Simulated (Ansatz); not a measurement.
# SrO (Fm-3m) in Ansatz: settings compared, part 2 of 2

Ansatz 0.2.0. Earlier steps stand in the parts before.

### 4 Band structure, r2SCAN0

input.yaml

```yaml
crystal:
  lattice:
    - [0.0, 2.5663, 2.5663]
    - [2.5663, 0.0, 2.5663]
    - [2.5663, 2.5663, 0.0]
  atoms:
    - { symbol: Sr, position: [0.5, 0.5, 0.5] }
    - { symbol: O, position: [0.0, 0.0, 0.0] }
hamiltonian:
  xc: r2scan0
  pseudopotentials: { kind: paw }
kpoints:
  mp_grid: { grid: [5, 5, 5] }
  band_path:
    path:
      - [[0.0, 0.0, 0.0], [0.5, 0.0, 0.5], [0.5, 0.25, 0.75], [0.375, 0.375, 0.75], [0.0, 0.0, 0.0], [0.5, 0.5, 0.5], [0.625, 0.25, 0.625], [0.5, 0.25, 0.75], [0.5, 0.5, 0.5], [0.375, 0.375, 0.75]]
      - [[0.625, 0.25, 0.625], [0.5, 0.0, 0.5]]
    npoints: 4
scf:
  occupations: { method: fermi_dirac, width: 0.05 }
  n_extra_bands: 6
output:
  forces: true
  stress: true
  eigenvalues: true
  fatbands: false
```

Potentials or basis: Ansatz PAW.

The run is started by

```bash
ansatz run input.yaml --threads 2 --pin off --max-ram 5632MiB --backend cpu --events-out ev --progress --plain --runs-dir out
```

The log of the run:

```text
Warning: output.stress: scf.convergence.dr2_threshold = 1e-7 eV (the SCF's general default) is looser than the 2e-10 eV advised for a printed stress (1e-10 eV for each atom of the cell: 2). What an SCF threshold leaves in a stress goes as its square root, and in the free energy as the threshold itself, and one threshold admits the most on a small cell: of the crystals measured, under no hybrid functional and no lock of the moments, on runs that ended without the residual-converged pass, on stresses that held no estimate of that error, the worst erred by over 100 MPa in a component at 1e-7 eV an atom and by under 5 at 1e-10. Set scf.convergence.dr2_threshold to 2e-10 eV or tighter. The threshold is an SCF's pass mark: one that does not reach it within its budget of iterations ends unconverged, or closes short of it on a stop that the run arms, and scf.convergence.dr2_threshold's page says what that costs each kind of run
Warning: output.stress: scf.exx.energy_threshold = 1e-6 eV is looser than the 2e-8 eV advised for a stress under a hybrid functional (1e-8 eV for each atom of the cell: 2). Every SCF of the exchange loop can meet its threshold on dr2 while the loop round them stops early: no threshold on dr2 bounds what that leaves in the stress. Set scf.exx.energy_threshold to 2e-8 eV or tighter. The threshold is the loop's pass mark: a loop that does not reach it within its budget of cycles ends unconverged, and scf.exx.energy_threshold's page has the law
Warning: RAYON_NUM_THREADS=2 ignored (pool sized by the plan → 2); use --threads N
scf.n_extra_bands = 6 over 8 filled bands (N_el = 16.0): the run solves 14 bands
Engine: ansatz 0.2.0, aarch64-unknown-linux-gnu
Pseudopotentials: kind: paw
Pseudopotential: Sr, paw, valence charge 10, recommended cutoff 500 eV (meta_gga), Sr.paw.azcp
Pseudopotential: O, paw, valence charge 6, recommended cutoff 500 eV (meta_gga), O.paw.azcp
Functional definition: r2SCAN0
  parameter a = 0.25
  parameter k0 = 0.174
  parameter k1 = 0.065
  parameter a1 = 4.9479
  exchange = (1 - a)*r2scan_x(k0 = k0, k1 = k1, a1 = a1) + a*exact_x
  correlation = r2scan_c
Crystal: 2 atoms, lattice volume = 33.803 Å³
Basis set: ecut = 500 eV, 869 PW (Γ), exchange–correlation on 108×108×108 points (64 copies of the dense FFT grid, shifted against one another)
Bands: 14, of which v1, the nominal top of the filled ones, is band 8 counted from 1 (7 counted from 0)
Symmetry: 48 space group operations
Space group: Fm-3m (ITA 225), of the structure as read, at distance tolerance 3.2e-5 Å
k-points: 10 of 125
Non-local potential: Sr, projectors of the file, l = 0: 3, l = 1: 2, l = 2: 2
Non-local potential: O, projectors of the file, l = 0: 2, l = 1: 2, l = 2: 1
PAW form: soft (Blöchl's): semilocal exchange-correlation on the pseudo side does not see the compensation charge
PAW frozen core: Sr, regenerated for the run's functional, and the local potential with it (the file was generated under x = pbe(κ = 0.804, μ = 0.2195149727645171), c = pbe(β = 0.06672455060314922))
PAW frozen core: O, regenerated for the run's functional, and the local potential with it (the file was generated under x = pbe(κ = 0.804, μ = 0.2195149727645171), c = pbe(β = 0.06672455060314922))
PAW one-centre angular grid: Sr, 302 points (default); XC on 160 Gauss nodes
PAW one-centre angular grid: O, 302 points (default); XC on 160 Gauss nodes
[... 30 lines left out ...]
SCF 3 converged in 4 iterations: F = -4126.348553 eV  dr2 = 4.27e-9
  Residual-converged pass: ⟨swp⟩=3.0  Hψ=265  notcnv=0  max |occ|·‖R‖ = 2.4e-6 eV (tolerance 2.4e-6 eV)  dr2=4.27e-9  dr2_τ=7.10e-11  dr2_onsite=5.56e-11  max |Δocc| = 0.0e0
hybrid outer 2: dexx = +5.751e-8 eV, tail = 1.06e-8 eV, Δε = 6.80e-4 eV (about 3.81e-5 eV left of the loop's levels)
NSCF: frozen V_eff on 42 k-points
hybrid SCF converged: 2 outer / 10 inner (+3 warm-up), last move |dexx| = 5.75e-8 eV, tail = 1.06e-8 eV
Stability not checked: this state was not tested for a lower state beside it, because the functional holds exact exchange (a hybrid, or Hartree-Fock), whose exchange loop this test does not read (fock_operator; see scf.lower_state_search)
Free energy (F): -4126.348553 eV
Frozen-core exchange: fock
Harris-Foulkes:  -4126.348553 eV  (|F-HF|=4.55e-11)
Internal energy: -4126.348553 eV  (E = F + TS)
E sigma→0 (E₀):  -4126.348553 eV
Fermi energy:    9.320749 eV
--- Per-component energies (eV) ---
  E_band       = -98.814643
  E_kinetic    = 425.105269
  E_local      = -861.500742  (includes V_loc(G=0)·N_el)
  E_nonlocal   = 248.029785
  E_hartree    = 234.565993
  E_xc         = -184.925503
  E_vxc        = -217.860209  (∫ρ·V_xc dr)
  E_exx        = -49.715091  (= α·E_x^exact, valence–valence)
  E_paw        = -2879.298191  (= ΣΔE_a)
  E_vpaw       = -72.961785  (= ΣTr[D̂ρ^β])
  E_aug_tail   = 0.001014  (compensation charges beyond the density's cutoff)
  E_vtau       = 10.670102  (kinetic-family band-sum trace: ∫τ·v_τ [+ j·A + Jᵃ·Aᵃ] dr)
  E_ewald      = -1058.117221
  E_core_change = -0.493868  (= ΣΔE_core)
  E_smearing   = -0.000000  (= −TS)
  E_closure    = 0.000001  (closes the sum)
  Σ components = -4126.348553   (vs F -4126.348553, Δ=9.09e-13)
--- Forces (eV/Å), atoms counted from 1 ---
  atom   1  Sr    -0.00000000     0.00000000    -0.00000000
  atom   2  O     -0.00000000     0.00000000    -0.00000000
  max |Σ_I F_I| component: 3.29e-30 eV/Å
--- Stress (GPa, compression-positive) ---
        0.238716      -0.000000      -0.000000
        0.000000       0.238716       0.000000
       -0.000000       0.000000       0.238716
  P = ⅓ Tr σ = 0.2387 GPa (2.387 kbar)
--- Band table (eV; the first three rows and the last of 10) ---
  k-point 0: bands = ["-28.5634", "-10.8677", "-8.4811", "-8.4811", "-8.4811", "6.2986", "6.2986", "6.2986", "12.9694", "15.4020", "15.4020", "15.4020", "17.8156", "17.8156"]
  k-point 1: bands = ["-28.5100", "-11.3677", "-8.5082", "-8.5082", "-8.1033", "5.3536", "5.8409", "5.8409", "14.5823", "15.0943", "16.2158", "16.2158", "18.8727", "18.8727"]
  k-point 2: bands = ["-28.4220", "-11.9945", "-8.5511", "-8.5511", "-7.6762", "4.2129", "5.2034", "5.2034", "15.5449", "17.0429", "17.9526", "17.9526", "21.0528", "21.0528"]
  k-point 9: bands = ["-28.3728", "-11.4799", "-9.0725", "-9.0295", "-8.1329", "5.0608", "5.5700", "5.9117", "14.3101", "16.2039", "18.2031", "19.9117", "20.8965", "22.6559"]
```

Run time: 90 s. Hardware: 2 threads of Arm Neoverse V2, shared host; peak memory 0.71 GiB.

What came out:

```
Free energy             : -4126.3486 eV
Pressure                : 0.2 GPa
Band gap on the k mesh  : 6.05 eV, indirect (least direct gap 6.16 eV)
Band gap along the path : 5.85 eV, indirect (least direct gap 5.93 eV)
```

Levels at the corners of the path, in eV from the valence-band top:
| point | band 5 | band 6 | band 7 | band 8 | band 9 | band 10 | band 11 | band 12 |
| --- | --- | --- | --- | --- | --- | --- | --- | --- |
| Γ | -14.78 | 0.00 | 0.00 | 0.00 | 6.67 | 9.10 | 9.10 | 9.10 |
| X | -15.18 | -0.44 | -0.08 | -0.08 | 5.85 | 10.92 | 13.37 | 13.50 |
| W | -14.42 | -1.20 | -0.43 | -0.43 | 8.80 | 8.80 | 11.81 | 14.46 |
| K | -14.66 | -0.98 | -0.60 | -0.48 | 7.45 | 10.84 | 11.92 | 13.38 |
| Γ | -14.78 | 0.00 | 0.00 | 0.00 | 6.67 | 9.10 | 9.10 | 9.10 |
| L | -13.91 | -2.25 | -1.19 | -1.19 | 9.45 | 11.14 | 12.04 | 12.04 |
| U | -14.66 | -0.98 | -0.60 | -0.48 | 7.45 | 10.84 | 11.92 | 13.38 |
| W | -14.42 | -1.20 | -0.43 | -0.43 | 8.80 | 8.80 | 11.81 | 14.46 |
| L | -13.91 | -2.25 | -1.19 | -1.19 | 9.45 | 11.14 | 12.04 | 12.04 |
| K | -14.66 | -0.98 | -0.60 | -0.48 | 7.45 | 10.84 | 11.92 | 13.38 |
| U | -14.66 | -0.98 | -0.60 | -0.48 | 7.45 | 10.84 | 11.92 | 13.38 |
| X | -15.18 | -0.44 | -0.08 | -0.08 | 5.85 | 10.92 | 13.37 | 13.50 |

Caveat: the k mesh is coarse (spacing up to 0.42 Å⁻¹), so the values aren't converged, least of all with exact exchange; the k mesh misses the band edges, so the gap on the mesh is wider than the one along the path; the PAW data sets come from PBE, with cores solved anew for the run's functional, which leaves a small shift of forces and pressure; the thresholds are loose for stress.

### 5 Band structure, r2SCANh

input.yaml, as its differences from that of step 4:

```diff
@@ -9,3 +9,3 @@
 hamiltonian:
-  xc: r2scan0
+  xc: r2scanh
   pseudopotentials: { kind: paw }
```

The run is started by

```bash
ansatz run input.yaml --threads 2 --pin off --max-ram 5632MiB --backend cpu --events-out ev --progress --plain --runs-dir out
```

Wall time 86 s (2 threads of Arm Neoverse V2, shared host); peak memory 0.73 GiB.

It converged, with:

| Quantity | Value |
| --- | --- |
| Free energy | -4126.7638 eV |
| Pressure | 1.0 GPa |
| Band gap on the k mesh | 4.80 eV, indirect (least direct gap 4.90 eV) |
| Band gap along the path | 4.61 eV, indirect (least direct gap 4.68 eV) |

Levels at the corners of the path, in eV from the valence-band top:
| point | band 6 | band 7 | band 8 | band 9 | band 10 | band 11 |
| --- | --- | --- | --- | --- | --- | --- |
| Γ | 0.00 | 0.00 | 0.00 | 5.48 | 7.75 | 7.75 |
| X | -0.41 | -0.08 | -0.08 | 4.61 | 9.53 | 12.01 |
| W | -1.14 | -0.41 | -0.41 | 7.47 | 7.47 | 10.38 |
| K | -0.94 | -0.57 | -0.45 | 6.17 | 9.47 | 10.49 |
| Γ | 0.00 | 0.00 | 0.00 | 5.48 | 7.75 | 7.75 |
| L | -2.17 | -1.15 | -1.15 | 8.08 | 9.90 | 10.56 |
| U | -0.94 | -0.57 | -0.45 | 6.17 | 9.47 | 10.49 |
| W | -1.14 | -0.41 | -0.41 | 7.47 | 7.47 | 10.38 |
| L | -2.17 | -1.15 | -1.15 | 8.08 | 9.90 | 10.56 |
| K | -0.94 | -0.57 | -0.45 | 6.17 | 9.47 | 10.49 |
| U | -0.94 | -0.57 | -0.45 | 6.17 | 9.47 | 10.49 |
| X | -0.41 | -0.08 | -0.08 | 4.61 | 9.53 | 12.01 |

Caveat: the k mesh is coarse (spacing up to 0.42 Å⁻¹), so the values aren't converged, least of all with exact exchange; the k mesh misses the band edges, so the gap on the mesh is wider than the one along the path; the PAW data sets come from PBE, with cores solved anew for the run's functional, which leaves a small shift of forces and pressure; the thresholds are loose for stress.

### 6 Overview

| level | cutoff (eV) | gap on the mesh (eV) | pressure (GPa) |
| --- | --- | --- | --- |
| r2SCAN50 | 500 | 8.18 | -1.1 |
| HF | 420 | 13.10 | 5.4 |
| r2SCAN0 | 500 | 6.05 | 0.2 |
| r2SCANh | 500 | 4.80 | 1.0 |

Alike in all rows: task band structure; potentials or basis Ansatz PAW; no spin polarisation; cell as given; k mesh 5 × 5 × 5; smearing fermi-dirac 0.05 eV; the mesh is coarse, so values aren't converged.

Caveats: all runs use coarse meshes; the k mesh misses the band edges, so the gap on the mesh is wider than the one along the path; the PAW data sets come from PBE, with cores solved anew for the run's functional, which leaves a small shift of forces and pressure; the thresholds are loose for stress.

Absolute energies hang on the potentials; compare differences alone.
